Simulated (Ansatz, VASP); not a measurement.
# Two plane-wave programs on La

```xyz
3
Lattice="5.8063 0.0000 0.0000 -2.9031 5.0284 0.0000 0.0000 0.0000 3.5183" Properties=species:S:1:pos:R:3 pbc="T T T"
La    0.0000    0.0000    0.0000
La    0.0000    3.3522    1.7591
La    2.9031    1.6761    1.7591
```

Alike in both runs: functional PBEsol; k mesh 6 × 6 × 9; occupations fermi-dirac, width 0.1 eV; no spin polarisation.

Ansatz relaxed the structure, and its values are those at the end. VASP's run is a single point on that final structure, the one shown.

|  | VASP | Ansatz |
| --- | --- | --- |
| version | VASP 6.6.1 | Ansatz 0.2.0 |
| potentials or method | VASP PAW PBE potentials, release 64 (La) | plane waves (420 eV) with PAW, scalar-relativistic |
| plane-wave cutoff (eV) | 520 | 420 |
| valence electrons in the cell | 33 | 33 |

|  | VASP | Ansatz | Ansatz less VASP |
| --- | --- | --- | --- |
| pressure (GPa) | 0.1 | 0.0 | -0.06 |

The functional is the same, so the differences come from potentials, cutoffs and numerics. Ansatz warned: «pseudo_functional_mismatch».

Caveats: the PAW data sets were made with another functional, which shifts forces and pressure a little (VASP). The runs have no spin-orbit coupling, so splittings on La are missing.
